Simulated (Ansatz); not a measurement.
# Ni (Ni, omega (AlB2-type)): the cost of one run

Method: DFT revPBE, plane waves (420 eV) with PAW, scalar-relativistic; PBE-made PAW files, in Ansatz 0.2.0.

### 1 The structure to begin with

It takes space group P6/mmm (No. 191, hexagonal). Conventional cell: a = 3.954 Å, b = 3.954 Å, c = 2.424 Å, α = 90.00°, β = 90.00°, γ = 120.00°. Ni (site symmetry 6/mmm) has 14 Ni at 2.42 to 2.58 Å as nearest neighbours. Around Ni (site symmetry -6m2) lie 11 Ni at 2.28 to 2.58 Å.

Structure file:

```
CELL_PARAMETERS angstrom
3.95407 0.00000 0.00000
-1.97704 3.42433 0.00000
0.00000 0.00000 2.42385
ATOMIC_POSITIONS crystal
Ni 0.00000 0.00000 0.00000
Ni 0.33333 0.66667 0.50000
Ni 0.66667 0.33333 0.50000
```

### 2 Relaxing cell and atoms

File input.yaml:

```yaml
crystal:
  lattice:
    - [3.9540713024, 0.0, 0.0]
    - [-1.9770356512, 3.4243261962, 0.0]
    - [0.0, 0.0, 2.4238457083]
  atoms:
    - { symbol: Ni, position: [0.0, 0.0, 0.0] }
    - { symbol: Ni, position: [0.3333333333, 0.6666666667, 0.5] }
    - { symbol: Ni, position: [0.6666666667, 0.3333333333, 0.5] }
hamiltonian:
  xc: revpbe
  pseudopotentials:
    kind: paw
    azcp:
      Ni: "pseudopotentials/Ni.paw.azcp"
basis:
  ecutwfc: 420
  fft_grid_basis: typed
kpoints:
  mp_grid: { grid: [9, 9, 13], shift: [0, 0, 0] }
magnetization:
  spin_polarized: false
scf:
  occupations: { method: fermi_dirac, width: 0.1 }
relax:
  max_steps: 60
  f_tol: 0.01
  cell: {}
output:
  write_density: true
  write_potential: true
  elf: true
  volumetric_format: npy
```

What time and memory should one allow on 2 threads of an Arm CPU, shared host?

About 13 s, with a peak of 0.38 GiB.
